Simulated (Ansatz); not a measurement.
MgS:

```xyz
2
Lattice="0.0000 2.8331 2.8331 2.8331 0.0000 2.8331 2.8331 2.8331 0.0000" Properties=species:S:1:pos:R:3 pbc="T T T"
S     4.2497    4.2497    4.2497
Mg    0.0000    0.0000    0.0000
```

The cell comes from a database or a generator and needn't be the stable form of this composition.

Program: Ansatz 0.2.0. Alike in all runs: no spin polarisation; cell as given.

Q: Order these runs on this cell by their band gap on the k mesh, lowest first.
A. level PBEsol+D3(BJ); potentials or basis JTH PAW; k mesh 8 × 8 × 8; cutoff (eV) 900; smearing fermi-dirac 0.15 eV; mesh quality not flagged
B. level PBE0; potentials or basis Ansatz PAW earlier set; k mesh 5 × 5 × 5; cutoff (eV) 620; smearing fermi-dirac 0.1 eV; mesh quality not flagged
C. level r2SCANh+D3(BJ); potentials or basis Ansatz NC; k mesh 4 × 4 × 4; cutoff (eV) 1143; smearing fixed; points for each segment of the path 4; mesh quality coarse

A: A (3.28 eV), C (4.74 eV), B (5.20 eV).

Caveats: some runs use coarse meshes; odd divisions of the mesh miss points on the zone boundary, where band edges often lie, so the gap on the mesh can be too wide (some runs).

A k mesh can miss the band edges.

Not every run made on this cell is shown here.
